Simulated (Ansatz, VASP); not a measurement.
One calculation of SiGe, two programs

The input INCAR:

```
SYSTEM = SiGe
PREC = Accurate
ENCUT = 600
EDIFF = 1E-7
ISMEAR = 0
SIGMA = 0.02
LREAL = .False.
LASPH = .True.
NELM = 80
ALGO = Normal
ISIF = 4
LWAVE = .False.
LCHARG = .False.
GGA = PS
IBRION = 2
NSW = 50
EDIFFG = -0.01
```

KPOINTS

```
Automatic mesh
0
Gamma
  12 12 6
  0 0 0
```

File POSCAR:

```
SiGe
1.0
    3.7346092164      0.0000000000      0.0000000000
   -1.8673046082      3.2342664546      0.0000000000
    0.0000000000      0.0000000000      6.1854185329
Si Ge
2 2
Direct
    0.6666666667      0.3333333333      0.8741024869
    0.3333333333      0.6666666667      0.3741024869
    0.6666666667      0.3333333333      0.5008965131
    0.3333333333      0.6666666667      0.0008965131
```

Input for Ansatz:

```yaml
crystal:
  lattice:
    - [3.7346092164, 0.0, 0.0]
    - [-1.8673046082, 3.2342664546, 0.0]
    - [0.0, 0.0, 6.1854185329]
  atoms:
    - { symbol: Si, position: [0.6666666667, 0.3333333333, 0.8741024869] }
    - { symbol: Si, position: [0.3333333333, 0.6666666667, 0.3741024869] }
    - { symbol: Ge, position: [0.6666666667, 0.3333333333, 0.5008965131] }
    - { symbol: Ge, position: [0.3333333333, 0.6666666667, 0.0008965131] }
basis:
  ecutwfc: 420
kpoints:
  mp_grid: { grid: [12, 12, 6] }
hamiltonian:
  xc: pbesol
scf:
  occupations: { method: gaussian, width: 0.02 }
output:
  forces: true
  stress: true
  eigenvalues: true
relax:
  adjacent_minimum: "off"
  f_tol: 0.01
  max_steps: 30
  cell: { stress_tol: 0.1, fix: [volume] }
```

Alike in both runs: task relaxation of shape and atoms at fixed volume; functional PBEsol; k mesh 12 × 12 × 6; occupations gaussian, width 0.02 eV; no spin polarisation.

|  | VASP | Ansatz |
| --- | --- | --- |
| version | VASP 6.6.1 | Ansatz 0.2.0 |
| potentials or method | VASP PAW PBE potentials, release 64 (Si, Ge_d) | scalar-relativistic, plane waves, PAW |
| plane-wave cutoff (eV) | 600 | 420 |
| valence electrons in the cell | 36 | 36 |

Ansatz gave:

| Quantity | Value |
| --- | --- |
| gap on the k mesh at the Fermi level, each at its own relaxed structure (eV) | 0.11 |
| relaxed volume (Å³/atom) | 18.68 |
| relaxed cell length with the largest relative difference (Å) | 6.189 |

**Question.** What did VASP give for the same quantities?

**Answer.** gap on the k mesh at the Fermi level, each at its own relaxed structure (eV): 0.11; relaxed volume (Å³/atom): 18.68; relaxed cell length with the largest relative difference (Å): 6.185.

Caveats: the PAW data sets were made with another functional, which shifts forces and pressure a little (VASP).
